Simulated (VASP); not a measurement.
# Cu2O (Cuprite) (Pn-3m) in VASP: a series of runs

The runs below take Cu2O (Cuprite) through relaxation of cell and atoms, with PBEsol.

All numbers are computed with VASP 6.6.1; they aren't measurements. Logs are shortened: lines on timing, memory, paths and dates and some standing lists are left out, and cuts for length are marked.

## (1) The crystal as given

It takes space group Pn-3m (No. 224, cubic). Conventional cell: a = 4.260 Å, b = 4.260 Å, c = 4.260 Å, α = 90.00°, β = 90.00°, γ = 90.00°. Cu (site symmetry -3m) is surrounded by 2 O at 1.84 Å. O (site symmetry -43m) has 4 Cu at 1.84 Å as nearest neighbours.

## (2) Relaxation of cell and atoms, PBEsol

Contents of INCAR:

```
SYSTEM = Cu2O
PREC = Accurate
ENCUT = 600
EDIFF = 1E-6
ISMEAR = 0
SIGMA = 0.03
LREAL = .False.
LASPH = .True.
NELM = 80
ALGO = Normal
ISIF = 3
LWAVE = .False.
LCHARG = .False.
GGA = PS
IBRION = 2
NSW = 90
EDIFFG = -0.01
KPAR = 2
```

Contents of KPOINTS:

```
Automatic mesh
0
Gamma
  6 6 6
  0 0 0
```

Contents of POSCAR:

```
Cu2O
1.0
    4.2600000000      0.0000000000      0.0000000000
    0.0000000000      4.2600000000      0.0000000000
    0.0000000000      0.0000000000      4.2600000000
Cu O
4 2
Direct
    0.2500000000      0.2500000000      0.2500000000
    0.2500000000      0.7500000000      0.7500000000
    0.7500000000      0.7500000000      0.2500000000
    0.7500000000      0.2500000000      0.7500000000
    0.0000000000      0.0000000000      0.0000000000
    0.5000000000      0.5000000000      0.5000000000
```

Potentials or basis: VASP PAW PBE potentials, release 64 (Cu, O).

Started as:

```console
cat potpaw_PBE.64/Cu/POTCAR potpaw_PBE.64/O/POTCAR > POTCAR
mpirun -np 2 vasp_std > vasp.out
```

OUTCAR:

```text
SYSTEM = Cu2O
   PREC = Accurate
   ENCUT = 600
   EDIFF = 1E-6
   ISMEAR = 0
   LREAL = .False.
   LASPH = .True.
   NELM = 80
   ISIF = 3
   GGA = PS
   IBRION = 2
   NSW = 90
   EDIFFG = -0.01

 ion  position               nearest neighbor table
   1  0.250  0.250  0.250-   5 1.84   6 1.84
   2  0.250  0.750  0.750-   5 1.84   6 1.84
   3  0.750  0.750  0.250-   5 1.84   6 1.84
   4  0.750  0.250  0.750-   5 1.84   6 1.84
   5  0.000  0.000  0.000-   1 1.84   2 1.84   3 1.84   4 1.84
   6  0.500  0.500  0.500-   1 1.84   2 1.84   3 1.84   4 1.84

  LATTYP: Found a simple cubic cell.
 ALAT       =     4.2600000000

  Lattice vectors:

 A1 = (   4.2600000000,   0.0000000000,   0.0000000000)
 A2 = (   0.0000000000,   4.2600000000,   0.0000000000)
 A3 = (   0.0000000000,   0.0000000000,   4.2600000000)

Analysis of symmetry for initial positions (statically):
=====================================================================
 Subroutine PRICEL returns:
 Original cell was already a primitive cell.

 Routine SETGRP: Setting up the symmetry group for a
 simple cubic supercell.

 Subroutine GETGRP returns: Found 48 space group operations
 (whereof 24 operations were pure point group operations)
 out of a pool of 48 trial point group operations.

The static configuration has the point symmetry T_d .
 The point group associated with its full space group is O_h .

Analysis of symmetry for dynamics (positions and initial velocities):
=====================================================================
 Subroutine PRICEL returns:
 Original cell was already a primitive cell.

 Routine SETGRP: Setting up the symmetry group for a
 simple cubic supercell.

 Subroutine GETGRP returns: Found 48 space group operations
 (whereof 24 operations were pure point group operations)
 out of a pool of 48 trial point group operations.

The dynamic configuration has the point symmetry T_d .
 The point group associated with its full space group is O_h .

 Subroutine INISYM returns: Found 48 space group operations
 (whereof 24 operations are pure point group operations),
 and found     1 'primitive' translations

----------------------------------------------------------------------------------------

                                     Primitive cell

  volume of cell :      77.3088

  direct lattice vectors                    reciprocal lattice vectors
     4.260000000  0.000000000  0.000000000     0.234741784  0.000000000  0.000000000
     0.000000000  4.260000000  0.000000000     0.000000000  0.234741784  0.000000000
     0.000000000  0.000000000  4.260000000     0.000000000  0.000000000  0.234741784

  length of vectors
     4.260000000  4.260000000  4.260000000     0.234741784  0.234741784  0.234741784

  position of ions in fractional coordinates (direct lattice)
     0.250000000  0.250000000  0.250000000
     0.250000000  0.750000000  0.750000000
     0.750000000  0.750000000  0.250000000
     0.750000000  0.250000000  0.750000000
     0.000000000  0.000000000  0.000000000
     0.500000000  0.500000000  0.500000000

  ion indices of the primitive-cell ions
   primitive index   ion index
                 1           1
                 2           2
                 3           3
                 4           4
                 5           5
                 6           6

----------------------------------------------------------------------------------------

 KPOINTS: Automatic mesh

Automatic generation of k-mesh.
 Grid dimensions read from file:
 generate k-points for:    6    6    6

 Generating k-lattice:

  Cartesian coordinates                     Fractional coordinates (reciprocal lattice)
     0.039123631  0.000000000  0.000000000     0.166666667  0.000000000  0.000000000
     0.000000000  0.039123631  0.000000000     0.000000000  0.166666667  0.000000000
     0.000000000  0.000000000  0.039123631     0.000000000  0.000000000  0.166666667

  Length of vectors
     0.039123631  0.039123631  0.039123631

  Shift w.r.t. Gamma in fractional coordinates (k-lattice)
     0.000000000  0.000000000  0.000000000

 Subroutine IBZKPT returns following result:
 ===========================================

 Found     20 irreducible k-points:

 Following reciprocal coordinates:
            Coordinates               Weight
  0.000000  0.000000  0.000000      1.000000
  0.166667  0.000000  0.000000      6.000000
  0.333333  0.000000  0.000000      6.000000
  0.500000  0.000000  0.000000      3.000000
  0.166667  0.166667  0.000000     12.000000
  0.333333  0.166667  0.000000     24.000000
[... 12 lines left out ...]
  0.500000  0.500000  0.333333      6.000000
  0.500000  0.500000  0.500000      1.000000
   k-points           NKPTS =     20   k-points in BZ     NKDIM =     20   number of bands    NBANDS=     33
   number of dos      NEDOS =    301   number of ions     NIONS =      6
   total plane-waves  NPLWV =  46656
   dimension x,y,z NGX =    36 NGY =   36 NGZ =   36
   dimension x,y,z NGXF=    72 NGYF=   72 NGZF=   72
   ions per type =               4   2
   NGX,Y,Z   is equivalent  to a cutoff of  14.05, 14.05, 14.05 a.u.
   NGXF,Y,Z  is equivalent  to a cutoff of  28.10, 28.10, 28.10 a.u.
 SYSTEM =  Cu2O
   PREC   = accura    normal or accurate (medium, high low for compatibility)
   ISTART =      0    job   : 0-new  1-cont  2-samecut
   ICHARG =      2    charge: 1-file 2-atom 10-const
   ISPIN  =      1    spin polarized calculation?
   LNONCOLLINEAR =      F non collinear calculations
   LSORBIT =      F    spin-orbit coupling
   LASPH  =      T    aspherical Exc in radial PAW
   ENCUT  =  600.0 eV  44.10 Ry    6.64 a.u.   8.51  8.51  8.51*2*pi/ulx,y,z
   NELM   =     80;   NELMIN=  2; NELMDL= -5     # of ELM steps
   EDIFF  = 0.1E-05   stopping-criterion for ELM
   LREAL  =      F    real-space projection
   EDIFFG = -.1E-01   stopping-criterion for IOM
   NSW    =     90    number of steps for IOM
   IBRION =      2    ionic relax: 0-MD 1-quasi-New 2-CG
   NFREE  =      1    steps in history (QN), initial steepest desc. (CG)
   ISIF   =      3    stress and relaxation
   ISYM   =      2    0-nonsym 1-usesym 2-fastsym
   POTIM  = 0.5000    time-step for ionic-motion
   TEBEG  =    0.0;   TEEND  =   0.0 temperature during run
   PSTRESS=    0.0 pullay stress
   NELECT =      56.0000    total number of electrons
   NUPDOWN=      -1.0000    fix difference up-down
   EMIN   =  10.00;   EMAX   =-10.00  energy-range for DOS
   EFERMI =   0.00;   METHOD = LEGACY
   ISMEAR =     0;   SIGMA  =   0.03  broadening in eV -4-tet -1-fermi 0-gaus
   EFERMI_NEDOS =   21; number of points for ismear=-14 and -15
   IALGO  =     38    algorithm
   IMIX   =      4    mixing-type and parameters
     AMIX     =   0.40;   BMIX     =  1.00
     AMIX_MAG =   1.60;   BMIX_MAG =  1.00
  volume/ion in A,a.u.               =      12.88        86.95
  Fermi-wavevector in a.u.,A,eV,Ry     =   1.470261  2.778391 29.411289  2.161669
  Thomas-Fermi vector in A             =   2.585540
   LORBIT       =      0    0 simple, 1 ext, 2 COOP (PROOUT), +10 PAW based schemes
   GGA     = PS    functional components
   LHFCALC =     F    Hartree Fock is set to
   AEXX    =    0.0000 exact exchange contribution
   IVDW    =     0    specifies the selected vdW correction
   LEPSILON=     F    determine dielectric tensor
   LRPA    =     F    only Hartree local field effects (RPA)
 conjugate gradient relaxation of ions
 non-spin polarized calculation
 Gauss-broadening in eV      SIGMA  =   0.03
  energy-cutoff  :      600.00
  volume of cell :       77.31
 maximum number of plane-waves:      2601
 NGX is ok and might be reduce to    36
   NGX = 17   NGY = 17   NGZ = 17

--------------------------------------- Ionic step        1  -------------------------------------------

 number of electron      55.9999977 magnetization

 Free energy of the ion-electron system (eV)
  ---------------------------------------------------
  ext. energy  EPLUGINS =         0.00000000
  ---------------------------------------------------
  free energy    TOTEN  =       -29.95998794 eV

  energy without entropy =      -29.95998794  energy(sigma->0) =      -29.95998794

------------------------ aborting loop because EDIFF is reached ----------------------------------------

  FORCE on cell =-STRESS in cart. coord.  units (eV):
  Direction    XX          YY          ZZ          XY          YZ          ZX
  --------------------------------------------------------------------------------------
  -------------------------------------------------------------------------------------
  Total       -1.2138706     -1.2138706     -1.2138706     -0.0000000     -0.0000000     -0.0000000
  in kB      -25.1567295    -25.1567295    -25.1567295     -0.0000000     -0.0000000     -0.0000000
  external PRESSURE =     -25.1567295 kB  Pullay stress =       0.0000000 kB
[... 65 lines left out ...]
  energy  without entropy=      -29.9699198502  energy(sigma->0) =      -29.96991985

--------------------------------------- Ionic step        3  -------------------------------------------

 number of electron      56.0000013 magnetization

 Free energy of the ion-electron system (eV)
  ---------------------------------------------------
  ext. energy  EPLUGINS =         0.00000000
  ---------------------------------------------------
  free energy    TOTEN  =       -29.97244474 eV

  energy without entropy =      -29.97244474  energy(sigma->0) =      -29.97244474

 E-fermi :   4.9673     XC(G=0): -11.3907

 val. band max:        4.8381704568   @ k =   0.0000   0.0000   0.0000
 cond. band min:       5.3898642047   @ k =   0.0000   0.0000   0.0000
 fundamental gap:      0.5516937479
 Fermi energy:         4.9672957121

 k-point     1 :       0.0000    0.0000    0.0000
  band No.  band energies     occupation
      1     -15.4325      2.00000
      2     -14.6348      2.00000
      3      -2.6450      2.00000
      4      -2.6450      2.00000
      5      -2.6450      2.00000
      6      -0.1975      2.00000
[... 742 lines left out ...]
  FREE ENERGIE OF THE ION-ELECTRON SYSTEM (eV)
  ---------------------------------------------------
  free  energy   TOTEN  =       -29.9724447442 eV

  energy  without entropy=      -29.9724447442  energy(sigma->0) =      -29.97244474

 reached required accuracy - stopping structural energy minimisation
```

Wall time 35 s (2 MPI ranks of Intel Xeon 6975P-C (Granite Rapids), shared host); peak memory 0.22 GiB.

Results:

| Item | Value |
| --- | --- |
| Free energy | -29.9724 eV |
| Relaxed volume | 12.62 Å³/atom |
| Relaxed cell | a = 4.231 Å, b = 4.231 Å, c = 4.231 Å, α = 90.00°, β = 90.00°, γ = 90.00° |
| Space group after relaxing (to 0.05 Å) | Pn-3m (No. 224) |
| Energy gained by relaxing | 2.1 meV/atom |
| Ionic steps | 3 |
| Pressure after relaxing | 0.0 GPa |
| Band gap on the k mesh | 0.55 eV, direct |

Step by step:
```csv
step,energy change (eV),largest force (eV/Å),pressure (GPa),volume (Å³)
1,0.0000,0.0000,-2.52,77.31
2,-0.0099,0.0000,1.14,75.07
3,-0.0125,0.0000,0.04,75.75
```

Final structure:
```
CELL_PARAMETERS angstrom
4.23113 0.00000 0.00000
0.00000 4.23113 0.00000
0.00000 0.00000 4.23113
ATOMIC_POSITIONS crystal
Cu 0.25000 0.25000 0.25000
Cu 0.25000 0.75000 0.75000
Cu 0.75000 0.75000 0.25000
Cu 0.75000 0.25000 0.75000
O 0.00000 0.00000 0.00000
O 0.50000 0.50000 0.50000
```

Caveat: the PAW data sets were made with another functional, which shifts forces and pressure a little.

## (3) Relaxation of cell and atoms, PBEsol

This run uses another cell than the first one, of 12.62 Å³/atom, 0.980 times its volume.

Edit INCAR of step 2 so:

```diff
@@ -3,3 +3,3 @@
 ENCUT = 600
-EDIFF = 1E-6
+EDIFF = 1E-7
 ISMEAR = 0
@@ -16,3 +16,3 @@
 NSW = 90
-EDIFFG = -0.01
+EDIFFG = -0.005
 KPAR = 2
```

KPOINTS is that of step 2.

Contents of POSCAR:

```
Cu2O                                    
1.0
    4.2311326673     -0.0000000000     -0.0000000000
   -0.0000000000      4.2311326673     -0.0000000000
    0.0000000000     -0.0000000000      4.2311326673
  Cu              O             
     4     2
Direct
     0.2500000000000000    0.2500000000000000    0.2500000000000000
     0.2500000000000000    0.7500000000000000    0.7500000000000000
     0.7500000000000000    0.7500000000000000    0.2500000000000000
     0.7500000000000000    0.2500000000000000    0.7500000000000000
     0.0000000000000000    0.0000000000000000    0.0000000000000000
     0.5000000000000000    0.5000000000000000    0.5000000000000000
```

Potentials or basis: VASP PAW PBE potentials, release 64 (Cu, O).

Started as:

```console
cat potpaw_PBE.64/Cu/POTCAR potpaw_PBE.64/O/POTCAR > POTCAR
mpirun -np 2 vasp_std > vasp.out
```

OUTCAR:

```text
SYSTEM = Cu2O
   PREC = Accurate
   ENCUT = 600
   EDIFF = 1E-7
   ISMEAR = 0
   LREAL = .False.
   LASPH = .True.
   NELM = 80
   ISIF = 3
   GGA = PS
   IBRION = 2
   NSW = 90
   EDIFFG = -0.005

 ion  position               nearest neighbor table
   1  0.250  0.250  0.250-   5 1.83   6 1.83
   2  0.250  0.750  0.750-   5 1.83   6 1.83
   3  0.750  0.750  0.250-   5 1.83   6 1.83
   4  0.750  0.250  0.750-   5 1.83   6 1.83
   5  0.000  0.000  0.000-   1 1.83   2 1.83   3 1.83   4 1.83
   6  0.500  0.500  0.500-   1 1.83   2 1.83   3 1.83   4 1.83

  LATTYP: Found a simple cubic cell.
 ALAT       =     4.2311326673

  Lattice vectors:

 A1 = (   4.2311326673,   0.0000000000,   0.0000000000)
 A2 = (   0.0000000000,   4.2311326673,   0.0000000000)
 A3 = (   0.0000000000,   0.0000000000,   4.2311326673)

Analysis of symmetry for initial positions (statically):
=====================================================================
 Subroutine PRICEL returns:
 Original cell was already a primitive cell.

 Routine SETGRP: Setting up the symmetry group for a
[... 180 lines left out ...]
 fundamental gap:      0.5516882964
 Fermi energy:         4.9673800956

 k-point     1 :       0.0000    0.0000    0.0000
  band No.  band energies     occupation
      1     -15.4325      2.00000
      2     -14.6348      2.00000
      3      -2.6450      2.00000
      4      -2.6450      2.00000
      5      -2.6450      2.00000
      6      -0.1974      2.00000
[... 709 lines left out ...]
     32       9.7708      0.00000
     33       9.7708      0.00000

------------------------ aborting loop because EDIFF is reached ----------------------------------------

  FORCE on cell =-STRESS in cart. coord.  units (eV):
  Direction    XX          YY          ZZ          XY          YZ          ZX
  --------------------------------------------------------------------------------------
  -------------------------------------------------------------------------------------
  Total        0.0101459      0.0101459      0.0101459      0.0000000     -0.0000000      0.0000000
  in kB        0.2146012      0.2146012      0.2146012      0.0000000     -0.0000000      0.0000000
  external PRESSURE =       0.2146012 kB  Pullay stress =       0.0000000 kB

 VOLUME and BASIS-vectors are now :
 -----------------------------------------------------------------------------
  energy-cutoff  :      600.00
  volume of cell :       75.75
      direct lattice vectors                 reciprocal lattice vectors
     4.231132667  0.000000000  0.000000000     0.236343334  0.000000000  0.000000000
     0.000000000  4.231132667  0.000000000     0.000000000  0.236343334  0.000000000
     0.000000000  0.000000000  4.231132667     0.000000000  0.000000000  0.236343334

 POSITION                                       TOTAL-FORCE (eV/Angst)
 -----------------------------------------------------------------------------------
      1.05778      1.05778      1.05778         0.000000     -0.000000     -0.000000
      1.05778      3.17335      3.17335         0.000000     -0.000000      0.000000
      3.17335      3.17335      1.05778         0.000000      0.000000      0.000000
      3.17335      1.05778      3.17335         0.000000      0.000000     -0.000000
      0.00000      0.00000      0.00000        -0.000000      0.000000      0.000000
      2.11557      2.11557      2.11557        -0.000000      0.000000     -0.000000
 -----------------------------------------------------------------------------------
    total drift:                                0.000000      0.000000      0.000000

  FREE ENERGIE OF THE ION-ELECTRON SYSTEM (eV)
  ---------------------------------------------------
  free  energy   TOTEN  =       -29.9703716370 eV

  energy  without entropy=      -29.9703716370  energy(sigma->0) =      -29.97037164

 reached required accuracy - stopping structural energy minimisation
```

Run time: 18 s. Hardware: 2 MPI ranks of Intel Xeon 6975P-C (Granite Rapids), shared host; peak memory 0.21 GiB.

What came out:

```yaml
Free_energy: -29.9704 eV
Pressure_after_relaxing: 0.0 GPa
Band_gap_on_the_k_mesh: 0.55 eV, direct
```

Final structure:
```cif
data_structure
_symmetry_space_group_name_H-M 'P 1'
_symmetry_Int_Tables_number 1
_cell_length_a 4.2311
_cell_length_b 4.2311
_cell_length_c 4.2311
_cell_angle_alpha 90.000
_cell_angle_beta 90.000
_cell_angle_gamma 90.000
_cell_volume 75.75
loop_
_atom_site_label
_atom_site_type_symbol
_atom_site_fract_x
_atom_site_fract_y
_atom_site_fract_z
_atom_site_occupancy
Cu1 Cu 0.25000 0.25000 0.25000 1
Cu2 Cu 0.25000 0.75000 0.75000 1
Cu3 Cu 0.75000 0.75000 0.25000 1
Cu4 Cu 0.75000 0.25000 0.75000 1
O1 O 0.00000 0.00000 0.00000 1
O2 O 0.50000 0.50000 0.50000 1
```

Levels at points of the mesh, in eV from the valence-band top:
| k point | band 26 | band 27 | band 28 | band 29 | band 30 | band 31 |
| --- | --- | --- | --- | --- | --- | --- |
| (0.00, 0.00, 0.00) | 0.00 | 0.00 | 0.00 | 0.55 | 1.11 | 1.11 |
| (0.50, 0.00, 0.00) | -1.23 | -0.41 | -0.41 | 2.29 | 2.29 | 4.18 |
| (0.50, 0.50, 0.00) | -1.24 | -0.68 | -0.68 | 1.88 | 1.88 | 3.87 |
| (0.50, 0.50, 0.50) | -0.59 | -0.59 | -0.59 | 2.37 | 2.37 | 2.37 |

Caveat: the relaxation stopped at its first step, so nothing moved; the PAW data sets were made with another functional, which shifts forces and pressure a little.

(Continued in part 2 of 2.)
